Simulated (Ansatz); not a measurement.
Space group P-3m1 (No. 164). a = 4.594 Å, b = 4.594 Å, c = 7.274 Å, α = 90.00°, β = 90.00°, γ = 120.00°
```csv
atom,site,symmetry,x,y,z
Mg,2d,3m.,0.3333,0.6667,0.6320
Mg,1a,-3m.,0.0000,0.0000,0.0000
Sb,2d,3m.,0.3333,0.6667,0.2256
```

Equation of state of this Mg3Sb2 structure (not necessarily the ground state), with shape and atoms relaxed at each volume where symmetry leaves them free. Theory: Ansatz, DFT PBE, scalar-relativistic, plane waves, PAW.

Plane waves to 420 eV, a k mesh through Γ of 12×12×6 on the computed 5-atom cell and Gaussian smearing (0.01 eV); no spin polarisation.

```
V (Å³/atom) E − E(largest V) (meV/atom) P (GPa) gap on mesh (eV)
     24.994                         3.14     2.98              0.14
     25.792                        -7.62     1.39              0.12
     26.589                       -11.04     0.02              0.11
     27.387                        -8.19    -1.14              0.08
     28.185                         0.00    -2.13              0.06
```

Problem. Fit a third-order Birch–Murnaghan equation to E(V).

Solution. V0 = 26.60 Å³/atom, B0 = 42 GPa, B0' = 4.3.

Spin-orbit coupling is left out, which matters for the bands of heavy elements.

The gaps are read on the mesh, which can miss the band edges, so they can be too wide.